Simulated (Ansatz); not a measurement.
A run of Ansatz 0.2.0 is set up as follows.

input.yaml

```yaml
crystal:
  lattice:
    - [3.8227, 0.0, 0.0]
    - [-1.91135, 3.310555311, 0.0]
    - [0.0, 0.0, 12.52]
  atoms:
    - { symbol: Zn, position: [0.6666666667, 0.3333333333, 0.75] }
    - { symbol: Zn, position: [0.3333333333, 0.6666666667, 0.25] }
    - { symbol: Zn, position: [0.0, 0.0, 0.5] }
    - { symbol: Zn, position: [0.0, 0.0, 0.0] }
    - { symbol: S, position: [0.6666666667, 0.3333333333, 0.9375] }
    - { symbol: S, position: [0.3333333333, 0.6666666667, 0.4375] }
    - { symbol: S, position: [0.0, 0.0, 0.6875] }
    - { symbol: S, position: [0.0, 0.0, 0.1875] }
hamiltonian:
  xc: pbesol
  pseudopotentials: { kind: paw }
  dispersion: d3bj
kpoints:
  mp_grid: { grid: [8, 8, 3] }
scf:
  occupations: { method: fermi_dirac, width: 0.05 }
output:
  forces: true
  stress: true
  write_density: true
  write_potential: true
  elf: true
  volumetric_format: npy
relax:
  f_tol: 0.01
  max_steps: 40
  cell: { stress_tol: 0.05 }
```

Potentials or basis: Ansatz PAW.

The run is started by

```bash
$ ansatz run input.yaml --threads 4 --pin off --max-ram 11264MiB --backend cpu --events-out ev --progress --plain --runs-dir out
```

Q: What does it give for the band gap on the k mesh?

A: 2.24 eV, direct.

Q: What does it give for the space group after relaxing (to 0.05 Å)?

A: P6_3mc (No. 186).

Q: Predict the relaxed cell.

A: a = 3.749 Å, b = 3.749 Å, c = 12.282 Å, α = 90.00°, β = 90.00°, γ = 120.00°.

Step by step:
```csv
step,energy change (eV),largest force (eV/Å),volume (Å³)
1,0.0000,0.0384,158.44
2,-0.1087,0.0214,152.93
3,-0.1295,0.0073,149.16
4,-0.1295,0.0221,149.53
5,-0.1297,0.0002,149.52
6,-0.1263,0.0002,149.52
```

Caveat: odd divisions of the mesh miss points on the zone boundary, where band edges often lie, so the gap on the mesh can be too wide; the plane-wave basis is chosen anew once the cell has moved, so the energies of steps on either side of that aren't comparable; the PAW data sets come from PBE, with cores solved anew for the run's functional, which leaves a small shift of forces and pressure. A k mesh can miss the band edges.
